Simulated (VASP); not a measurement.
# Silicene and its bilayer, part 7 of 8

What are the lattice, gap and band positions of silicene, and what does a second sheet change?

VASP 6.6.1; r2SCAN with rVV10; plane waves and PAW (Si).

So far. Step 11 (A rigid stacking): Energy at zero smearing: -31.86507 eV.

## (12) Relaxing the bilayer

The lowest stacking relaxes at the monolayer's lattice.

File INCAR:

```
SYSTEM = Si
PREC = Normal
ENCUT = 350
EDIFF = 1E-07
NELM = 120
ISMEAR = 0
SIGMA = 0.03
LREAL = .FALSE.
ALGO = Normal
METAGGA = R2SCAN
LUSE_VDW = .TRUE.
IVDW_NL = 2
BPARAM = 11.95
CPARAM = 0.0093
LASPH = .TRUE.
NBANDS = 14
LORBIT = 11
LWAVE = .FALSE.
LCHARG = .FALSE.
KPAR = 4
IBRION = 2
NSW = 70
ISIF = 2
EDIFFG = -0.004
POTIM = 0.8
MAXMIX = 40
IDIPOL = 3
LDIPOL = .TRUE.
DIPOL = 0.5 0.5 0.5
```

File POSCAR:

```
Si
1.0
    3.8540428162      0.0000000000      0.0000000000
   -1.9270214081      3.3376989861      0.0000000000
    0.0000000000      0.0000000000     20.8482477816
Si
4
Direct
    0.3333333300      0.6666666700      0.4077081200
    0.6666666700      0.3333333300      0.4256532200
    0.6666666700      0.3333333300      0.5743467800
    0.0000000000      1.0000000000      0.5922918800
```

File KPOINTS:

```
Automatic mesh
0
Gamma
9 9 1
0 0 0
```

The projector-augmented-wave data sets are Si (PBE family, release 64).

On the command line:

```bash
> mpirun -np 4 vasp_std
```

Log:

```text
[... set-up lines as in an earlier step ...]
 entering main loop
       N       E                     dE             d eps       ncg     rms          rms(c)
Total rVV10 correction in eV:      0.4754119    21.4727919
Total rVV10 correction in eV:      0.4754119    21.4727919
Total rVV10 correction in eV:      0.4754119    21.4727919
Total rVV10 correction in eV:      0.4754119    21.4727919
[... 5 cycles as in an earlier step ...]
Total rVV10 correction in eV:      0.4802262    21.4745078
Total rVV10 correction in eV:      0.4802262    21.4745078
Total rVV10 correction in eV:      0.4802262    21.4745078
Total rVV10 correction in eV:      0.4802262    21.4745078
[... 1 cycle as in an earlier step ...]
Total rVV10 correction in eV:      0.4985606    21.4773570
Total rVV10 correction in eV:      0.4985606    21.4773570
Total rVV10 correction in eV:      0.4985606    21.4773570
Total rVV10 correction in eV:      0.4985606    21.4773570
[... 1 cycle as in an earlier step ...]
Total rVV10 correction in eV:      0.4974829    21.4765031
Total rVV10 correction in eV:      0.4974829    21.4765031
Total rVV10 correction in eV:      0.4974829    21.4765031
Total rVV10 correction in eV:      0.4974829    21.4765031
[... 1 cycle as in an earlier step ...]
Total rVV10 correction in eV:      0.5001492    21.4758457
Total rVV10 correction in eV:      0.5001492    21.4758457
Total rVV10 correction in eV:      0.5001492    21.4758457
Total rVV10 correction in eV:      0.5001492    21.4758457
[... 1 cycle as in an earlier step ...]
Total rVV10 correction in eV:      0.5006233    21.4754401
Total rVV10 correction in eV:      0.5006233    21.4754401
Total rVV10 correction in eV:      0.5006233    21.4754401
Total rVV10 correction in eV:      0.5006233    21.4754401
[... 1 cycle as in an earlier step ...]
Total rVV10 correction in eV:      0.5029888    21.4742205
Total rVV10 correction in eV:      0.5029888    21.4742205
Total rVV10 correction in eV:      0.5029888    21.4742205
Total rVV10 correction in eV:      0.5029888    21.4742205
[... 1 cycle as in an earlier step ...]
Total rVV10 correction in eV:      0.5030874    21.4739583
Total rVV10 correction in eV:      0.5030874    21.4739583
Total rVV10 correction in eV:      0.5030874    21.4739583
Total rVV10 correction in eV:      0.5030874    21.4739583
[... 1 cycle as in an earlier step ...]
Total rVV10 correction in eV:      0.5041466    21.4730915
Total rVV10 correction in eV:      0.5041466    21.4730915
Total rVV10 correction in eV:      0.5041466    21.4730915
Total rVV10 correction in eV:      0.5041466    21.4730915
[... 1 cycle as in an earlier step ...]
Total rVV10 correction in eV:      0.5043624    21.4728738
Total rVV10 correction in eV:      0.5043624    21.4728738
Total rVV10 correction in eV:      0.5043624    21.4728738
Total rVV10 correction in eV:      0.5043624    21.4728738
[... 1 cycle as in an earlier step ...]
Total rVV10 correction in eV:      0.5045108    21.4727822
Total rVV10 correction in eV:      0.5045108    21.4727822
Total rVV10 correction in eV:      0.5045108    21.4727822
Total rVV10 correction in eV:      0.5045108    21.4727822
[... 1 cycle as in an earlier step ...]
Total rVV10 correction in eV:      0.5045658    21.4727836
Total rVV10 correction in eV:      0.5045658    21.4727836
Total rVV10 correction in eV:      0.5045658    21.4727836
Total rVV10 correction in eV:      0.5045658    21.4727836
DAV:  16    -0.320430534954E+02   -0.67123E-04   -0.64438E-05   396   0.284E-02    0.420E-03
Total rVV10 correction in eV:      0.5045741    21.4728095
Total rVV10 correction in eV:      0.5045741    21.4728095
Total rVV10 correction in eV:      0.5045741    21.4728095
Total rVV10 correction in eV:      0.5045741    21.4728095
DAV:  17    -0.320430855567E+02   -0.32061E-04   -0.73715E-06   456   0.957E-03    0.762E-04
Total rVV10 correction in eV:      0.5045955    21.4728093
Total rVV10 correction in eV:      0.5045955    21.4728093
Total rVV10 correction in eV:      0.5045955    21.4728093
Total rVV10 correction in eV:      0.5045955    21.4728093
DAV:  18    -0.320431373912E+02   -0.51834E-04   -0.43964E-06   408   0.102E-02    0.115E-03
Total rVV10 correction in eV:      0.5045857    21.4728198
Total rVV10 correction in eV:      0.5045857    21.4728198
Total rVV10 correction in eV:      0.5045857    21.4728198
Total rVV10 correction in eV:      0.5045857    21.4728198
DAV:  19    -0.320431502100E+02   -0.12819E-04   -0.74291E-07   456   0.476E-03    0.750E-04
Total rVV10 correction in eV:      0.5045860    21.4728025
Total rVV10 correction in eV:      0.5045860    21.4728025
Total rVV10 correction in eV:      0.5045860    21.4728025
Total rVV10 correction in eV:      0.5045860    21.4728025
DAV:  20    -0.320431589227E+02   -0.87127E-05   -0.58276E-07   390   0.431E-03    0.137E-04
Total rVV10 correction in eV:      0.5045859    21.4728002
Total rVV10 correction in eV:      0.5045859    21.4728002
Total rVV10 correction in eV:      0.5045859    21.4728002
Total rVV10 correction in eV:      0.5045859    21.4728002
DAV:  21    -0.320431599551E+02   -0.10324E-05   -0.65692E-08   376   0.213E-03    0.102E-04
Total rVV10 correction in eV:      0.5045850    21.4727994
Total rVV10 correction in eV:      0.5045850    21.4727994
Total rVV10 correction in eV:      0.5045850    21.4727994
Total rVV10 correction in eV:      0.5045850    21.4727994
DAV:  22    -0.320431600727E+02   -0.11760E-06   -0.25856E-08   288   0.154E-03    0.631E-05
Total rVV10 correction in eV:      0.5045854    21.4727990
Total rVV10 correction in eV:      0.5045854    21.4727990
Total rVV10 correction in eV:      0.5045854    21.4727990
Total rVV10 correction in eV:      0.5045854    21.4727990
DAV:  23    -0.320431599232E+02    0.14945E-06   -0.14129E-08   324   0.104E-03    0.235E-05
Total rVV10 correction in eV:      0.5045855    21.4727990
Total rVV10 correction in eV:      0.5045855    21.4727990
Total rVV10 correction in eV:      0.5045855    21.4727990
Total rVV10 correction in eV:      0.5045855    21.4727990
DAV:  24    -0.320431598511E+02    0.72107E-07   -0.34406E-09   276   0.552E-04
Total rVV10 correction in eV:      0.5045855    21.4727990
Total rVV10 correction in eV:      0.5045855    21.4727990
Total rVV10 correction in eV:      0.5045855    21.4727990
Total rVV10 correction in eV:      0.5045855    21.4727990
Total rVV10 correction in eV:      0.5045856    21.4727990
Total rVV10 correction in eV:      0.5045856    21.4727990
Total rVV10 correction in eV:      0.5045856    21.4727990
Total rVV10 correction in eV:      0.5045856    21.4727990
   1 F= -.32043160E+02 E0= -.32042742E+02  d E =-.320432E+02
 curvature:   0.00 expect dE= 0.000E+00 dE for cont linesearch  0.000E+00
[...]
Total rVV10 correction in eV:      0.5030472    21.4728045
Total rVV10 correction in eV:      0.5030472    21.4728045
Total rVV10 correction in eV:      0.5030472    21.4728045
Total rVV10 correction in eV:      0.5030472    21.4728045
DAV:  11    -0.321136228165E+02   -0.18092E-05   -0.20116E-07   372   0.381E-03    0.476E-04
Total rVV10 correction in eV:      0.5030475    21.4728040
Total rVV10 correction in eV:      0.5030475    21.4728040
Total rVV10 correction in eV:      0.5030475    21.4728040
Total rVV10 correction in eV:      0.5030475    21.4728040
DAV:  12    -0.321136234520E+02   -0.63551E-06   -0.10197E-07   366   0.286E-03    0.191E-04
Total rVV10 correction in eV:      0.5030475    21.4728040
Total rVV10 correction in eV:      0.5030475    21.4728040
Total rVV10 correction in eV:      0.5030475    21.4728040
Total rVV10 correction in eV:      0.5030475    21.4728040
DAV:  13    -0.321136232844E+02    0.16763E-06   -0.51365E-09   342   0.708E-04    0.204E-04
Total rVV10 correction in eV:      0.5030475    21.4728040
Total rVV10 correction in eV:      0.5030475    21.4728040
Total rVV10 correction in eV:      0.5030475    21.4728040
Total rVV10 correction in eV:      0.5030475    21.4728040
DAV:  14    -0.321136231644E+02    0.11996E-06   -0.29593E-09   264   0.553E-04    0.240E-04
Total rVV10 correction in eV:      0.5030476    21.4728040
Total rVV10 correction in eV:      0.5030476    21.4728040
Total rVV10 correction in eV:      0.5030476    21.4728040
Total rVV10 correction in eV:      0.5030476    21.4728040
DAV:  15    -0.321136229786E+02    0.18584E-06   -0.47039E-08   316   0.209E-03    0.417E-04
Total rVV10 correction in eV:      0.5030475    21.4728040
Total rVV10 correction in eV:      0.5030475    21.4728040
Total rVV10 correction in eV:      0.5030475    21.4728040
Total rVV10 correction in eV:      0.5030475    21.4728040
DAV:  16    -0.321136224135E+02    0.56503E-06   -0.33016E-08   276   0.182E-03    0.586E-04
Total rVV10 correction in eV:      0.5030493    21.4728042
Total rVV10 correction in eV:      0.5030493    21.4728042
Total rVV10 correction in eV:      0.5030493    21.4728042
Total rVV10 correction in eV:      0.5030493    21.4728042
DAV:  17    -0.321136227693E+02   -0.35575E-06   -0.43258E-07   372   0.609E-03    0.820E-04
Total rVV10 correction in eV:      0.5030492    21.4728041
Total rVV10 correction in eV:      0.5030492    21.4728041
Total rVV10 correction in eV:      0.5030492    21.4728041
Total rVV10 correction in eV:      0.5030492    21.4728041
DAV:  18    -0.321136238536E+02   -0.10843E-05   -0.13591E-07   372   0.338E-03    0.447E-04
Total rVV10 correction in eV:      0.5030486    21.4728041
Total rVV10 correction in eV:      0.5030486    21.4728041
Total rVV10 correction in eV:      0.5030486    21.4728041
Total rVV10 correction in eV:      0.5030486    21.4728041
DAV:  19    -0.321136237892E+02    0.64371E-07   -0.52517E-08   324   0.224E-03
Total rVV10 correction in eV:      0.5030485    21.4728041
Total rVV10 correction in eV:      0.5030485    21.4728041
Total rVV10 correction in eV:      0.5030485    21.4728041
Total rVV10 correction in eV:      0.5030485    21.4728041
Total rVV10 correction in eV:      0.5030486    21.4728041
Total rVV10 correction in eV:      0.5030486    21.4728041
Total rVV10 correction in eV:      0.5030486    21.4728041
Total rVV10 correction in eV:      0.5030486    21.4728041
   2 F= -.32113624E+02 E0= -.32113206E+02  d E =-.704639E-01
[... from here on, the cycles between the ionic steps are left out ...]
   3 F= -.32237899E+02 E0= -.32237482E+02  d E =-.194740E+00
   4 F= -.32269832E+02 E0= -.32269414E+02  d E =-.319330E-01
   5 F= -.32284839E+02 E0= -.32284412E+02  d E =-.469392E-01
   6 F= -.32308611E+02 E0= -.32307914E+02  d E =-.237727E-01
   7 F= -.32309468E+02 E0= -.32308736E+02  d E =-.246298E-01
   8 F= -.32309456E+02 E0= -.32308723E+02  d E =-.246176E-01
   9 F= -.32309567E+02 E0= -.32308840E+02  d E =-.110864E-03
  10 F= -.32309585E+02 E0= -.32308864E+02  d E =-.128653E-03
  11 F= -.32309568E+02 E0= -.32308866E+02  d E =-.111807E-03
  12 F= -.32309587E+02 E0= -.32308871E+02  d E =-.131191E-03
 curvature:  -0.21 expect dE=-0.178E-05 dE for cont linesearch -0.146E-09
 trial: gam= 0.18501 g(F)=  0.843E-05 g(S)=  0.000E+00 ort = 0.293E-06 (trialstep = 0.169E+01)
 search vector abs. value=  0.128E-04
 bond charge predicted
       N       E                     dE             d eps       ncg     rms          rms(c)
Total rVV10 correction in eV:      0.4931512    21.4727909
Total rVV10 correction in eV:      0.4931512    21.4727909
Total rVV10 correction in eV:      0.4931512    21.4727909
Total rVV10 correction in eV:      0.4931512    21.4727909
DAV:   1    -0.323095884593E+02   -0.10552E-05   -0.56095E-04   336   0.132E-01    0.663E-03
Total rVV10 correction in eV:      0.4931612    21.4727896
Total rVV10 correction in eV:      0.4931612    21.4727896
Total rVV10 correction in eV:      0.4931612    21.4727896
Total rVV10 correction in eV:      0.4931612    21.4727896
DAV:   2    -0.323095798594E+02    0.85999E-05   -0.43705E-05   432   0.467E-02    0.259E-02
Total rVV10 correction in eV:      0.4931507    21.4727995
Total rVV10 correction in eV:      0.4931507    21.4727995
Total rVV10 correction in eV:      0.4931507    21.4727995
Total rVV10 correction in eV:      0.4931507    21.4727995
DAV:   3    -0.323095863143E+02   -0.64548E-05   -0.73730E-06   390   0.202E-02    0.779E-03
Total rVV10 correction in eV:      0.4931499    21.4728056
Total rVV10 correction in eV:      0.4931499    21.4728056
Total rVV10 correction in eV:      0.4931499    21.4728056
Total rVV10 correction in eV:      0.4931499    21.4728056
DAV:   4    -0.323095872000E+02   -0.88569E-06   -0.17044E-06   402   0.101E-02    0.289E-03
Total rVV10 correction in eV:      0.4931510    21.4727937
Total rVV10 correction in eV:      0.4931510    21.4727937
Total rVV10 correction in eV:      0.4931510    21.4727937
Total rVV10 correction in eV:      0.4931510    21.4727937
DAV:   5    -0.323095921959E+02   -0.49959E-05   -0.62981E-07   360   0.725E-03    0.846E-04
Total rVV10 correction in eV:      0.4931501    21.4727901
Total rVV10 correction in eV:      0.4931501    21.4727901
Total rVV10 correction in eV:      0.4931501    21.4727901
Total rVV10 correction in eV:      0.4931501    21.4727901
DAV:   6    -0.323095934393E+02   -0.12435E-05   -0.29462E-07   366   0.462E-03    0.435E-03
Total rVV10 correction in eV:      0.4931493    21.4727892
Total rVV10 correction in eV:      0.4931493    21.4727892
Total rVV10 correction in eV:      0.4931493    21.4727892
Total rVV10 correction in eV:      0.4931493    21.4727892
DAV:   7    -0.323095951075E+02   -0.16682E-05   -0.20835E-07   396   0.377E-03    0.543E-04
Total rVV10 correction in eV:      0.4931492    21.4727898
Total rVV10 correction in eV:      0.4931492    21.4727898
Total rVV10 correction in eV:      0.4931492    21.4727898
Total rVV10 correction in eV:      0.4931492    21.4727898
DAV:   8    -0.323095954851E+02   -0.37757E-06   -0.95428E-08   346   0.256E-03    0.733E-04
Total rVV10 correction in eV:      0.4931491    21.4727904
Total rVV10 correction in eV:      0.4931491    21.4727904
Total rVV10 correction in eV:      0.4931491    21.4727904
Total rVV10 correction in eV:      0.4931491    21.4727904
DAV:   9    -0.323095954366E+02    0.48513E-07   -0.54397E-08   314   0.194E-03
Total rVV10 correction in eV:      0.4931488    21.4727910
Total rVV10 correction in eV:      0.4931488    21.4727910
Total rVV10 correction in eV:      0.4931488    21.4727910
Total rVV10 correction in eV:      0.4931488    21.4727910
Total rVV10 correction in eV:      0.4931488    21.4727907
Total rVV10 correction in eV:      0.4931488    21.4727907
Total rVV10 correction in eV:      0.4931488    21.4727907
Total rVV10 correction in eV:      0.4931488    21.4727907
  13 F= -.32309595E+02 E0= -.32308883E+02  d E =-.795324E-05
 trial-energy change:   -0.000008  1 .order   -0.000008   -0.000014   -0.000002
 step:   2.1662(harm=  2.0346)  dis= 0.00151  next Energy=   -32.309596 (dE=-0.829E-05)
 reached required accuracy - stopping structural energy minimisation
```

Run time: 6.5 min. Hardware: 4 MPI ranks of AMD EPYC 9R45, shared host; peak memory 1.2 GiB; 26 min of CPU time.

From OUTCAR (step 12):

```text
   NELECT =      16.0000    total number of electrons

 dipolmoment           0.000000      0.000000      0.000008 electrons x Angstroem

 E-fermi :  -1.8285

 k-point     1 :       0.0000    0.0000    0.0000
  band No.  band energies     occupation
    ...
      4      -3.2369      2.00000
      5      -2.9320      2.00000
      6      -2.9320      2.00000
      7      -2.3902      2.00000
      8      -2.3902      2.00000
      9      -0.2950      0.00000
     10       0.9039      0.00000
     11       1.2214      0.00000
     12       1.6363      0.00000
     13       1.6363      0.00000
    ...

  Total       -0.9095606     -0.9095606     -0.0334453      0.0000000     -0.0000000      0.0000000
  in kB       -5.4338667     -5.4338667     -0.1998077      0.0000000     -0.0000000      0.0000000
  external PRESSURE =      -3.6891804 kB  Pullay stress =       0.0000000 kB

 POSITION                                       TOTAL-FORCE (eV/Angst)
 -----------------------------------------------------------------------------------
     -0.00000      2.22513      8.52496        -0.000000      0.000000     -0.001142
      1.92702      1.11257      9.16053        -0.000000      0.000000      0.000814
      1.92702      1.11257     11.68772         0.000000      0.000000     -0.000814
     -1.92702      3.33770     12.32329         0.000000      0.000000      0.001142
 -----------------------------------------------------------------------------------
    total drift:                               -0.000001      0.000001      0.000031

  FREE ENERGIE OF THE ION-ELECTRON SYSTEM (eV)
  ---------------------------------------------------
  free  energy   TOTEN  =       -32.3095954366 eV

  energy  without entropy=      -32.3081711225  energy(sigma->0) =      -32.30888328

 vacuum level on the upper side and lower side of the slab         3.250         3.333

[... 7 parts as in an earlier step ...]

[... 11 further parts left out ...]
```

CONTCAR:

```
Si
   1.00000000000000
     3.8540428162000002    0.0000000000000000    0.0000000000000000
    -1.9270214081000001    3.3376989860999999    0.0000000000000000
     0.0000000000000000    0.0000000000000000   20.8482477816000014
  Si
     4
Direct
     0.3333333300000021    0.6666666699999979    0.4089052740771129
     0.6666666699999979    0.3333333300000021    0.4393909373910779
     0.6666666699999979    0.3333333300000021    0.5606090626089222
     0.0000000000000000    1.0000000000000000    0.5910947259228871
```

Step by step:

```
step  energy less that of the first step (eV)  largest force (eV/Å)
   1                                   0.0000                0.5932
   2                                  -0.0705                0.5946
   3                                  -0.1947                0.3430
   4                                  -0.2267                0.3583
   5                                  -0.2417                0.3720
   6                                  -0.2655                0.0681
   7                                  -0.2663                0.0279
   8                                  -0.2663                0.0241
   9                                  -0.2664                0.0077
  10                                  -0.2664                0.0061
  11                                  -0.2664                0.0140
  12                                  -0.2664                0.0065
  13                                  -0.2664                0.0011
```

The atoms that moved most (Å):

| atom | dx | dy | dz | length |
| --- | --- | --- | --- | --- |
| Si2 | 0.000 | 0.000 | 0.286 | 0.286 |
| Si3 | 0.000 | 0.000 | -0.286 | 0.286 |
| Si4 | 0.000 | 0.000 | -0.025 | 0.025 |
| Si1 | 0.000 | 0.000 | 0.025 | 0.025 |

The relaxed structure:

```cif
data_structure
_symmetry_space_group_name_H-M 'P 1'
_symmetry_Int_Tables_number 1
_cell_length_a 3.8540
_cell_length_b 3.8540
_cell_length_c 20.8482
_cell_angle_alpha 90.000
_cell_angle_beta 90.000
_cell_angle_gamma 120.000
_cell_volume 268.18
loop_
_atom_site_label
_atom_site_type_symbol
_atom_site_fract_x
_atom_site_fract_y
_atom_site_fract_z
_atom_site_occupancy
Si1 Si 0.33333 0.66667 0.40891 1
Si2 Si 0.66667 0.33333 0.43939 1
Si3 Si 0.66667 0.33333 0.56061 1
Si4 Si 0.00000 0.00000 0.59109 1
```

Numbers from this step:

```
electronic cycles       : 167
free energy (TOTEN)     : -32.31 eV
energy at zero smearing : -32.31 eV
Fermi energy            : -1.829 eV
metallic                : yes
dipole moment           : 0, 0, 8.00e-6 e·Å
```

The run ended after 13 ionic steps, 0.266 eV below its first step, once the forces on the free atoms met EDIFFG = -0.004.

(Part 7 of 8 ends here.)

[Lines on the potential files, build, host, timing and source positions are cut from VASP's logs without a mark.]

[Logs are printed without paths, hosts, clocks, repeated set-up lines and the standing remarks that a program may print on its own settings, such as how far it seeks lower states.]

[Hosts, paths, dates, database ids (printed as entryN), source tags and the programs' standing remarks are cut or masked in the printed files.]

[Runs that stopped without an error message from VASP are left out.]
